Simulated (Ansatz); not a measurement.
# Σ3 (112) boundary in fcc Ni with Si (substitutional): structure and resistance

Wanted: what the Σ3 (112) boundary in fcc Ni with Si (substitutional) costs an interconnect.

Calculated with Ansatz 0.2.0; Ansatz plane-wave DFT, PBE, PAW files, collinear spin; relaxation of a bicrystal slab with its lowest layers held; PAW set soft_1, in the first sound run; inputs show where later runs differ.

## (1) Starting point

The cell holds 26 atoms: 25 Ni and 1 Si. Its edges and angles: a = 2.492 Å, b = 6.104 Å, c = 29.703 Å, α = 90.0°, β = 90.0°, γ = 90.0°. It derives from Ni. built on the (1 1 2) plane; 2 overlapping atoms removed and the grains opened by 0 Å. Vacuum lies along c.

## (2) Relaxing the bicrystal

The boundary is built by mirroring the lower grain in the boundary plane and removing any atoms that overlap; then the Si is put in at the boundary. A thin bicrystal slab is relaxed first, with the lowest layers held and the upper grain free to shift and open.

Contents of input.yaml:

```yaml
crystal:
  lattice:
    - [2.4918442969, 0.0, 0.0]
    - [0.0, 6.1037470459, 0.0]
    - [0.0, 0.0, 29.7026706828]
  atoms:
    - { symbol: Ni, position: [0.4999999998, 0.6666666666, 0.1683350313], spin: 1.0 }
    - { symbol: Ni, position: [0.9999999998, 0.3333333333, 0.1925528364], spin: 1.0 }
    - { symbol: Ni, position: [0.4999999998, 1.0, 0.2167706414], spin: 1.0 }
    - { symbol: Ni, position: [0.9999999998, 0.6666666666, 0.2409884465], spin: 1.0 }
    - { symbol: Ni, position: [0.4999999999, 0.3333333333, 0.2652062515], spin: 1.0 }
    - { symbol: Ni, position: [0.9999999999, 1.0, 0.2894240565], spin: 1.0 }
    - { symbol: Ni, position: [0.4999999999, 0.6666666666, 0.3136418616], spin: 1.0 }
    - { symbol: Ni, position: [0.9999999999, 0.3333333333, 0.3378596666], spin: 1.0 }
    - { symbol: Ni, position: [0.4999999999, 1.0, 0.3620774717], spin: 1.0 }
    - { symbol: Ni, position: [1.0, 0.6666666667, 0.3862952767], spin: 1.0 }
    - { symbol: Ni, position: [0.5, 0.3333333333, 0.4105130817], spin: 1.0 }
    - { symbol: Si, position: [0.0, 0.0, 0.4347308868] }
    - { symbol: Ni, position: [1.0, 0.6666666667, 0.4831664969], spin: 1.0 }
    - { symbol: Ni, position: [0.4999999999, 1.0, 0.5073843019], spin: 1.0 }
    - { symbol: Ni, position: [0.9999999999, 0.3333333333, 0.5316021069], spin: 1.0 }
    - { symbol: Ni, position: [0.4999999999, 0.6666666666, 0.555819912], spin: 1.0 }
    - { symbol: Ni, position: [0.9999999999, 1.0, 0.580037717], spin: 1.0 }
    - { symbol: Ni, position: [0.4999999999, 0.3333333333, 0.6042555221], spin: 1.0 }
    - { symbol: Ni, position: [0.9999999998, 0.6666666666, 0.6284733271], spin: 1.0 }
    - { symbol: Ni, position: [0.4999999998, 1.0, 0.6526911322], spin: 1.0 }
    - { symbol: Ni, position: [0.9999999998, 0.3333333333, 0.6769089372], spin: 1.0 }
    - { symbol: Ni, position: [0.4999999998, 0.6666666666, 0.7011267422], spin: 1.0 }
    - { symbol: Ni, position: [0.9999999998, 0.9999999999, 0.7253445473], spin: 1.0 }
    - { symbol: Ni, position: [0.4999999997, 0.3333333333, 0.7495623523], spin: 1.0 }
    - { symbol: Ni, position: [0.9999999997, 0.6666666666, 0.7737801574], spin: 1.0 }
    - { symbol: Ni, position: [0.4999999997, 0.9999999999, 0.7979979624], spin: 1.0 }
magnetization:
  spin_polarized: true
kpoints:
  mp_grid: { grid: [9, 4, 1] }
hamiltonian:
  xc: pbe
  pseudopotentials: { kind: paw, azcp: { folder: soft_1 } }
scf:
  occupations: { method: fermi_dirac, width: 0.1 }
relax:
  f_tol: 0.03
  max_steps: 80
  constraints: [{ sites: [0, 1, 2, 3, 4] }]
```

Started as:

```bash
$ ansatz run input.yaml --threads 4 --pin off --max-ram 15360MiB --backend cpu --events-out ev --progress --plain --runs-dir out
```

Numbers of over 12 decimals in the logs are rounded to 6 here.

The log of the run:

```text
Engine: ansatz 0.2.0, aarch64-unknown-linux-gnu
Pseudopotentials: kind: paw
Pseudopotential: Ni, paw, valence charge 18, recommended cutoff 420 eV (normal), soft_1/Ni.paw.azcp
Pseudopotential: Si, paw, valence charge 4, recommended cutoff 420 eV (normal), soft_1/Si.paw.azcp
Functional definition: PBE
  parameter kappa = 0.804
  parameter beta = 0.066725
  exchange = pbe_x(kappa = kappa, mu = beta*pi^2/3)
  correlation = pbe_c(beta = beta)
Crystal: 26 atoms, lattice volume = 451.765 Å³
Basis set: ecut = 420 eV, 8783 PW (Γ), exchange–correlation on 36×90×400 points (8 copies of the dense FFT grid, shifted against one another)
Bands: 288, of which v1, the nominal top of the filled ones, is band 227 counted from 1 (226 counted from 0)
Symmetry: 2 space group operations
Space group: Pm (ITA 6), of the structure as read, at distance tolerance 7.7e-5 Å
Magnetic group: BNS 6.18 (UNI 25), of the structure as read, at distance tolerance 7.7e-5 Å
k-points: 15 of 36 (time reversal used)
Non-local potential: Ni, projectors of the file, l = 0: 3, l = 1: 2, l = 2: 3, l = 3: 1
Non-local potential: Si, projectors of the file, l = 0: 2, l = 1: 2, l = 2: 1
PAW form: soft (Blöchl's): semilocal exchange-correlation on the pseudo side does not see the compensation charge
PAW one-centre angular grid: Ni, 590 points (default); XC on 64 Gauss nodes
PAW one-centre angular grid: Si, 110 points (default); XC on 64 Gauss nodes
Initial density: superposition of atomic densities (neutral atoms: chi_scale 0, normalization atom)
Starting moments: Σ|m| = 25 μB on 25 of 26 sites
Initial wavefunctions: pseudopotential atomic-orbital guess
Functional: x = pbe(κ = 0.804, μ = 0.219515), c = pbe(β = 0.066725)
SCF iter   1: F=—  HF=-146605.361708 eV  |F-HF|=—  |Δ(HF+E_count)|=         —  Δρ=3.29e-2 (↑2.16e-2 ↓3.29e-2)  dr2=2.33e1  dr2_m=4.63e-1  M=22.004 μB ∫|m|=23.508 μB  β_m=0.30  ethr=3.10e-3  ⟨swp⟩=6.8  Hψ=35089  notcnv=0  defer=552
Mixer restart at iter 1: flushing history
preconditioner: auto → LDOS  [metal: Δε(μ)=0.006 eV  Ē_g=7.988 eV  σ=0.100 eV  W_gap=0.01  n_scr=126 (ndim 8)  ℏωp=27.8 eV  f_vac=0.311  D(μ)=43.93/eV (n_scr^D=592)]
spin=Collinear: LDOS preconditioning applied to the charge; magnetization (m = ρ↑ − ρ↓) channel mixes plain (no charge-response kernel on spin).
SCF iter   2: F=—  HF=-146606.992931 eV  |F-HF|=—  |Δ(HF+E_count)|=    1.63e0  Δρ=1.21e-2 (↑1.21e-2 ↓1.19e-2)  dr2=2.86e0  dr2_m=2.11e-1  M=20.845 μB ∫|m|=22.772 μB  β_m=0.31  ethr=3.10e-3  ⟨swp⟩=2.0  Hψ=13392  notcnv=0  defer=1007
SCF iter   3: F=—  HF=-146614.708047 eV  |F-HF|=—  |Δ(HF+E_count)|=    7.72e0  Δρ=9.70e-3 (↑6.55e-3 ↓9.70e-3)  dr2=7.67e-1  dr2_m=1.79e-1  M=20.047 μB ∫|m|=22.167 μB  β_m=0.46  ethr=6.30e-4  ⟨swp⟩=2.3  Hψ=12807  notcnv=0  defer=1008
SCF iter   4: F=—  HF=-146622.137146 eV  |F-HF|=—  |Δ(HF+E_count)|=    7.43e0  Δρ=1.17e-2 (↑5.99e-3 ↓1.17e-2)  dr2=3.12e-1  dr2_m=2.83e-1  M=18.400 μB ∫|m|=20.927 μB  β_m=0.73  ethr=1.69e-4  ⟨swp⟩=2.5  Hψ=16500  notcnv=0  defer=1024
SCF iter   5: F=—  HF=-146624.539799 eV  |F-HF|=—  |Δ(HF+E_count)|=    2.40e0  Δρ=1.27e-2 (↑4.67e-3 ↓1.27e-2)  dr2=3.61e-1  dr2_m=2.56e-1  M=16.785 μB ∫|m|=19.465 μB  β_m=0.86  ethr=6.86e-5  ⟨swp⟩=2.0  Hψ=14451  notcnv=0  defer=1037
SCF iter   6: F=—  HF=-146624.951814 eV  |F-HF|=—  |Δ(HF+E_count)|=   4.12e-1  Δρ=7.42e-3 (↑7.42e-3 ↓5.41e-3)  dr2=3.34e-1  dr2_m=9.15e-2  M=15.531 μB ∫|m|=18.096 μB  β_m=0.93  ethr=6.86e-5  ⟨swp⟩=2.0  Hψ=16906  notcnv=0  defer=1048
SCF iter   7: F=—  HF=-146625.159544 eV  |F-HF|=—  |Δ(HF+E_count)|=         —  Δρ=1.06e-2 (↑8.46e-3 ↓1.06e-2)  dr2=1.38e0  dr2_m=3.71e-2  M=14.456 μB ∫|m|=16.714 μB  β_m=0.93  ethr=6.86e-5  ⟨swp⟩=2.7  Hψ=17304  notcnv=0  defer=1059
SCF iter   8: F=—  HF=-146625.481397 eV  |F-HF|=—  |Δ(HF+E_count)|=   3.22e-1  Δρ=1.29e-2 (↑1.29e-2 ↓1.15e-2)  dr2=3.45e0  dr2_m=3.70e-2  M=14.597 μB ∫|m|=16.743 μB  β_m=0.51  ethr=6.86e-5  ⟨swp⟩=2.9  Hψ=18644  notcnv=0  defer=1064  recentre
SCF iter   9: F=—  HF=-146624.979681 eV  |F-HF|=—  |Δ(HF+E_count)|=   5.02e-1  Δρ=5.14e-3 (↑5.14e-3 ↓5.02e-3)  dr2=4.53e-1  dr2_m=1.08e-2  M=14.487 μB ∫|m|=16.706 μB  β_m=0.63  ethr=6.86e-5  ⟨swp⟩=2.7  Hψ=17489  notcnv=0  defer=1067
SCF iter  10: F=—  HF=-146624.922495 eV  |F-HF|=—  |Δ(HF+E_count)|=   5.72e-2  Δρ=1.57e-3 (↑1.19e-3 ↓1.57e-3)  dr2=2.66e-2  dr2_m=2.17e-3  M=14.474 μB ∫|m|=16.646 μB  β_m=0.65  ethr=6.86e-5  ⟨swp⟩=2.0  Hψ=13208  notcnv=0  defer=1072
SCF iter  11: F=—  HF=-146624.922626 eV  |F-HF|=—  |Δ(HF+E_count)|=   1.31e-4  Δρ=9.26e-4 (↑6.88e-4 ↓9.26e-4)  dr2=8.12e-3  dr2_m=4.22e-4  M=14.482 μB ∫|m|=16.622 μB  β_m=0.53  ethr=5.85e-6  ⟨swp⟩=2.0  Hψ=12794  notcnv=0  defer=1071
SCF iter  12: F=—  HF=-146624.921890 eV  |F-HF|=—  |Δ(HF+E_count)|=   7.36e-4  Δρ=3.24e-4 (↑1.91e-4 ↓3.24e-4)  dr2=6.79e-4  dr2_m=6.08e-5  M=14.490 μB ∫|m|=16.623 μB  β_m=0.45  ethr=1.79e-6  ⟨swp⟩=2.0  Hψ=12371  notcnv=0  defer=1071
SCF iter  13: F=—  HF=-146624.921889 eV  |F-HF|=—  |Δ(HF+E_count)|=   4.03e-7  Δρ=1.48e-4 (↑1.34e-4 ↓1.48e-4)  dr2=1.34e-4  dr2_m=7.17e-5  M=14.504 μB ∫|m|=16.631 μB  β_m=0.47  ethr=1.50e-7  ⟨swp⟩=2.4  Hψ=15936  notcnv=0  defer=1071
SCF iter  14: F=—  HF=-146624.921955 eV  |F-HF|=—  |Δ(HF+E_count)|=   6.62e-5  Δρ=7.17e-5 (↑5.22e-5 ↓7.17e-5)  dr2=7.93e-5  dr2_m=1.16e-5  M=14.495 μB ∫|m|=16.621 μB  β_m=0.54  ethr=2.96e-8  ⟨swp⟩=2.2  Hψ=12531  notcnv=0  defer=1070
SCF iter  15: F=—  HF=-146624.921950 eV  |F-HF|=—  |Δ(HF+E_count)|=   5.41e-6  Δρ=2.91e-5 (↑2.69e-5 ↓2.91e-5)  dr2=1.07e-5  dr2_m=1.79e-6  M=14.493 μB ∫|m|=16.618 μB  β_m=0.51  ethr=1.75e-8  ⟨swp⟩=1.5  Hψ=9639  notcnv=0  defer=1070
SCF iter  16: F=-146624.921941 eV  HF=-146624.921954 eV  |F-HF|=1.35e-5  |Δ(HF+E_count)|=   4.41e-6  Δρ=2.14e-5 (↑1.02e-5 ↓2.14e-5)  dr2=1.41e-5  dr2_m=3.39e-7  M=14.492 μB ∫|m|=16.618 μB  ethr=2.35e-9  ⟨swp⟩=2.7  Hψ=28191  notcnv=0
SCF 1 converged in 16 iterations: F = -146624.921941 eV  dr2 = 1.41e-5
  greatest PAW one-centre occupation: 1.001 electrons in one spin orbital (limit 2), on the Ni atom at site 25 (counted from 0), in its partial waves of l = 1
relax step   1: F+E_penalty+E_count = -146624.92194089 eV  Δ(F+E_penalty+E_count) = +0.000e0 eV  max|allowed force component| = 9.064e-1 eV/Å  Δτ_max = 0.0000 Å  (16 SCF iters, dr2 threshold 2.25e-5 eV, accepted)
Initial density: handed on by an earlier stage of this run
Starting moments: Σ|m| = 25 μB on 25 of 26 sites; this step starts from the density that it was given
Initial wavefunctions: those handed on with the density
iter 1 solved again at ethr=8.99e-4 eV; its pass at ethr=3.10e-3 eV (dr2=4.08e0 eV) is discarded
[...]
SCF iter   3: F=—  HF=-146625.995756 eV  |F-HF|=—  |Δ(HF+E_count)|=   2.55e-4  Δρ=5.34e-4 (↑5.34e-4 ↓4.84e-4)  dr2=1.94e-3  dr2_m=4.97e-4  M=13.553 μB ∫|m|=15.545 μB  β_m=0.46  ethr=1.07e-6  ⟨swp⟩=2.0  Hψ=15370  notcnv=0  defer=1073
SCF iter   4: F=—  HF=-146625.995386 eV  |F-HF|=—  |Δ(HF+E_count)|=   3.71e-4  Δρ=1.17e-4 (↑1.01e-4 ↓1.17e-4)  dr2=2.12e-4  dr2_m=2.43e-5  M=13.553 μB ∫|m|=15.545 μB  β_m=0.44  ethr=4.27e-7  ⟨swp⟩=2.1  Hψ=15306  notcnv=0  defer=1072
SCF iter   5: F=—  HF=-146625.995373 eV  |F-HF|=—  |Δ(HF+E_count)|=   1.21e-5  Δρ=5.56e-5 (↑5.56e-5 ↓4.26e-5)  dr2=1.37e-5  dr2_m=7.94e-6  M=13.553 μB ∫|m|=15.545 μB  β_m=0.51  ethr=4.67e-8  ⟨swp⟩=2.5  Hψ=12657  notcnv=0  defer=1072
SCF iter   6: F=—  HF=-146625.995379 eV  |F-HF|=—  |Δ(HF+E_count)|=   5.89e-6  Δρ=3.42e-5 (↑3.42e-5 ↓2.81e-5)  dr2=7.97e-6  dr2_m=3.24e-6  M=13.554 μB ∫|m|=15.546 μB  β_m=0.61  ethr=3.02e-9  ⟨swp⟩=2.1  Hψ=15359  notcnv=0  defer=1070
SCF iter   7: F=—  HF=-146625.995382 eV  |F-HF|=—  |Δ(HF+E_count)|=   2.82e-6  Δρ=2.37e-5 (↑2.37e-5 ↓2.18e-5)  dr2=9.10e-6  dr2_m=9.00e-7  M=13.554 μB ∫|m|=15.546 μB  β_m=0.58  ethr=1.75e-9  ⟨swp⟩=2.0  Hψ=15053  notcnv=0  defer=1069
SCF iter   8: F=—  HF=-146625.995382 eV  |F-HF|=—  |Δ(HF+E_count)|=   4.66e-7  Δρ=9.79e-6 (↑8.86e-6 ↓9.79e-6)  dr2=7.79e-7  dr2_m=1.85e-7  M=13.555 μB ∫|m|=15.546 μB  β_m=0.53  ethr=1.75e-9  ⟨swp⟩=2.0  Hψ=12195  notcnv=0  defer=1069
SCF iter   9: F=—  HF=-146625.995382 eV  |F-HF|=—  |Δ(HF+E_count)|=   9.87e-8  Δρ=5.09e-6 (↑5.09e-6 ↓2.97e-6)  dr2=2.00e-7  dr2_m=4.11e-8  M=13.555 μB ∫|m|=15.547 μB  β_m=0.51  ethr=1.72e-10  ⟨swp⟩=2.7  Hψ=15974  notcnv=0  defer=1069
SCF iter  10: F=—  HF=-146625.995382 eV  |F-HF|=—  |Δ(HF+E_count)|=   7.48e-9  Δρ=2.54e-6 (↑1.90e-6 ↓2.54e-6)  dr2=3.55e-8  dr2_m=1.53e-8  M=13.555 μB ∫|m|=15.547 μB  β_m=0.62  ethr=4.40e-11  ⟨swp⟩=2.0  Hψ=12223  notcnv=0  defer=1069
SCF iter  11: F=—  HF=-146625.995382 eV  |F-HF|=—  |Δ(HF+E_count)|=   1.39e-8  Δρ=4.78e-6 (↑2.27e-6 ↓4.78e-6)  dr2=5.31e-7  dr2_m=1.08e-8  M=13.555 μB ∫|m|=15.547 μB  β_m=0.58  ethr=7.82e-12  ⟨swp⟩=2.2  Hψ=15875  notcnv=0  defer=1069
SCF iter  12: F=-146625.995382 eV  HF=-146625.995382 eV  |F-HF|=4.52e-8  |Δ(HF+E_count)|=   5.94e-9  Δρ=1.65e-6 (↑6.74e-7 ↓1.65e-6)  dr2=4.66e-8  dr2_m=1.87e-9  M=13.555 μB ∫|m|=15.547 μB  ethr=7.82e-12  ⟨swp⟩=2.8  Hψ=28579  notcnv=0
SCF 7 converged in 12 iterations: F = -146625.995382 eV  dr2 = 4.66e-8
relax step   7: F+E_penalty+E_count = -146625.99538159 eV  Δ(F+E_penalty+E_count) = -1.743e-3 eV  max|allowed force component| = 2.475e-2 eV/Å  Δτ_max = 0.0255 Å  (12 SCF iters, accepted)
SCF converged after 12 iterations
Magnetization: 13.5549 μB (233.7775 up, 220.2225 down)
Absolute magnetization: 15.5680 μB (∫|ρ↑−ρ↓|, with the PAW one-centre terms)
Spin contamination: 0.2263 ħ² per cell (⟨S²⟩ above its minimum at these occupations)
Per-site moments (μB) at R_I (Å): [(0.769422, 1.027886), (0.739647, 1.027886), (0.698284, 1.013768), (0.668177, 1.019013), (0.675453, 1.020888), (0.593783, 1.013768), (0.596299, 1.019013), (0.578283, 0.996994), (0.190864, 0.941675), (0.361527, 0.966402), (0.141471, 0.977182), (-0.012236, 0.939683), (0.368951, 0.966402), (0.181640, 0.939683), (0.564917, 0.996275), (0.587189, 1.012358), (0.550389, 1.016707), (0.659092, 1.012358), (0.649987, 1.021186), (0.641159, 1.016707), (0.679129, 1.020215), (0.675711, 1.014551), (0.665901, 0.991852), (0.695878, 1.012554), (0.727105, 1.003839), (0.753570, 0.991852)]
Free energy (F): -146625.995382 eV
Harris-Foulkes:  -146625.995382 eV  (|F-HF|=4.52e-8)
Internal energy: -146624.597769 eV  (E = F + TS)
E sigma→0 (E₀):  -146625.296575 eV
Entropy (-TS):   -1.397612 eV (-53.754 meV/atom)
Fermi energy:    9.412693 eV
--- Per-component energies (eV) ---
  E_band       = -10986.327514
  E_kinetic    = 8522.085815
  E_local      = -849946.824481  (includes V_loc(G=0)·N_el)
  E_nonlocal   = -2904.642379
  E_hartree    = 426004.917798
  E_xc         = -2870.632447
  E_vxc        = -3677.989604  (∫ρ·V_xc dr)
  E_paw        = -41936.592947  (= ΣΔE_a)
  E_vpaw       = -14988.769044  (= ΣTr[D̂ρ^β])
  E_aug_tail   = 0.023726  (compensation charges beyond the density's cutoff)
  E_ewald      = 316507.067144
  E_smearing   = -1.397612  (= −TS)
  E_closure    = 0.000000  (closes the sum)
  Σ components = -146625.995382   (vs F -146625.995382, Δ=0.00e0)
--- Forces (eV/Å), atoms counted from 1 ---
  atom   1  Ni     0.00000000    -0.16868873     0.61068054
  atom   2  Ni     0.00000000     0.15150620     0.12623004
  atom   3  Ni    -0.00000000     0.04315644    -0.41623323
  atom   4  Ni    -0.00000000     0.05216983    -0.44113182
  atom   5  Ni     0.00000000    -0.08320744     0.14844667
  atom   6  Ni    -0.00000000    -0.00164463    -0.01124423
  atom   7  Ni    -0.00000000    -0.00020812    -0.00470625
  atom   8  Ni     0.00000000     0.00970953    -0.00967893
  atom   9  Ni     0.00000000    -0.02474988    -0.00830706
  atom  10  Ni     0.00000000     0.00695269    -0.01222479
  atom  11  Ni     0.00000000     0.00716276    -0.00435961
  atom  12  Si    -0.00000000     0.00330885    -0.00917693
  atom  13  Ni     0.00000000    -0.02234867    -0.00690093
  atom  14  Ni     0.00000000     0.01545564     0.01174890
  atom  15  Ni     0.00000000     0.01271495     0.00915437
  atom  16  Ni     0.00000000     0.00102994     0.00733074
  atom  17  Ni     0.00000000     0.00159241     0.00992778
  atom  18  Ni     0.00000000    -0.00685287     0.00320891
  atom  19  Ni     0.00000000    -0.00383671     0.00029808
  atom  20  Ni    -0.00000000     0.00150436     0.00039927
  atom  21  Ni    -0.00000000    -0.00144222     0.00653129
  atom  22  Ni    -0.00000000    -0.00081639    -0.00228042
  atom  23  Ni    -0.00000000     0.00288551     0.00495538
  atom  24  Ni    -0.00000000     0.00046168    -0.00620762
  atom  25  Ni    -0.00000000    -0.00142452     0.00572021
  atom  26  Ni    -0.00000000     0.00560612    -0.01221617
  max |Σ_I F_I| component: 3.58e-5 eV/Å
--- Relaxed structure (7 steps of the walk, 7 accepted, 0 SCFs on fresh bases) ---
  F+E_penalty+E_count = -146625.99538159 eV   max|allowed force component| = 2.475e-2 eV/Å
  atoms:
    - { symbol: Ni, position: [0.500000, 0.6666666666, 0.1683350313] }
    - { symbol: Ni, position: [1.000000, 0.3333333333, 0.1925528364] }
    - { symbol: Ni, position: [0.500000, 1.000000, 0.2167706414] }
    - { symbol: Ni, position: [1.000000, 0.6666666666, 0.240988] }
    - { symbol: Ni, position: [0.500000, 0.3333333333, 0.2652062515] }
    - { symbol: Ni, position: [1.000000, 1.001163, 0.288090] }
    - { symbol: Ni, position: [0.500000, 0.666350, 0.312804] }
    - { symbol: Ni, position: [1.000000, 0.336306, 0.339634] }
    - { symbol: Ni, position: [0.500000, 1.003154, 0.360109] }
    - { symbol: Ni, position: [1.000000, 0.665774, 0.384773] }
    - { symbol: Ni, position: [0.500000, 0.343947, 0.423638] }
    - { symbol: Si, position: [7.277444387387434e-18, 0.013877, 0.424472] }
    - { symbol: Ni, position: [1.000000, 0.661725, 0.463643] }
    - { symbol: Ni, position: [0.500000, 0.995309, 0.488565] }
    - { symbol: Ni, position: [1.000000, 0.329264, 0.507738] }
    - { symbol: Ni, position: [0.500000, 0.658146, 0.535629] }
    - { symbol: Ni, position: [1.000000, 0.992450, 0.560338] }
    - { symbol: Ni, position: [0.500000, 0.325313, 0.581986] }
    - { symbol: Ni, position: [1.000000, 0.658163, 0.607879] }
    - { symbol: Ni, position: [0.500000, 0.992261, 0.631936] }
    - { symbol: Ni, position: [1.000000, 0.324685, 0.655656] }
    - { symbol: Ni, position: [0.500000, 0.655806, 0.679899] }
    - { symbol: Ni, position: [1.000000, 0.993716, 0.703694] }
    - { symbol: Ni, position: [0.500000, 0.324706, 0.729738] }
    - { symbol: Ni, position: [1.000000, 0.655754, 0.751293] }
    - { symbol: Ni, position: [0.500000, 0.981715, 0.772887] }
```

Run time: 38 min. Hardware: 4 threads of Arm Neoverse V1, shared host; peak memory 4.3 GiB.

Relaxation path:

```csv
step,energy less that of the first step (eV),largest force component (eV/Å)
1,0.0000,0.9064
2,-0.4680,0.7525
3,-0.7784,0.4649
4,-0.9764,0.2381
5,-1.0667,0.0538
6,-1.0717,0.0776
7,-1.0734,0.0248
```

Forces are held to the 2 operations that the run works with; a distortion that breaks them can't arise in this run.

The atoms that moved most (Å):

```csv
atom,dx,dy,dz,length
Ni26,0.000,-0.112,-0.746,0.754
Ni15,0.000,-0.025,-0.709,0.709
Ni25,0.000,-0.067,-0.668,0.671
Ni18,0.000,-0.049,-0.661,0.663
Ni23,0.000,-0.038,-0.643,0.644
Ni22,0.000,-0.066,-0.631,0.634
Ni21,0.000,-0.053,-0.631,0.633
Ni20,0.000,-0.047,-0.616,0.618
```

This step gave:

- free energy: -146625.9954 eV
- energy at zero smearing: -146625.2966 eV
- Fermi energy: 9.413 eV
- magnetization: 13.55 μB
- absolute magnetization: 15.57 μB

The largest force component on a free atom ends at 0.025 eV/Å, under the tolerance of 0.03, after 7 steps.

(Continued in part 2 of 2.)

[Logs are printed without paths, hosts, clocks, repeated set-up lines and the standing remarks that a program may print on its own settings, such as how far it seeks lower states.]

[Hosts, paths, dates, database ids (printed as entryN), source tags and the programs' standing remarks are cut or masked in the printed files.]
